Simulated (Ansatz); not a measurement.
The system is Br.

```
Br
1.0
     3.36325   -2.32255    0.00000
     3.36325    2.32255    0.00000
     0.00000    0.00000    8.70230
Br
4
Direct
  0.36510 0.63490 0.39010
  0.13490 0.86510 0.89010
  0.63490 0.36510 0.60990
  0.86510 0.13490 0.10990
```

Program: Ansatz 0.2.0. Alike in all runs: task band structure; potentials or basis Ansatz PAW; no spin polarisation; cell as given.

Question: Order these runs on this cell by their band gap on the k mesh, lowest first.
A. level B3LYP; k mesh 4 × 4 × 2; cutoff (eV) 420; smearing fermi-dirac 0.05 eV; points for each segment of the path 4
B. level PBEsol; k mesh 6 × 6 × 4; cutoff (eV) 420; smearing fixed; level pbesol; run kind scf
C. level PBE0; k mesh 6 × 6 × 2; cutoff (eV) 420; smearing fixed; level pbe0; run kind scf
D. level HSE06; k mesh 4 × 4 × 2; cutoff (eV) 420; smearing fermi-dirac 0.05 eV; points for each segment of the path 4
E. level r2SCAN; k mesh 6 × 6 × 4; cutoff (eV) 500; smearing fixed; level r2scan; run kind scf

Answer: B (1.82 eV), E (2.17 eV), D (3.10 eV), A (3.40 eV), C (3.84 eV).

A k mesh can miss the band edges.

Not every run made on this cell is shown here.
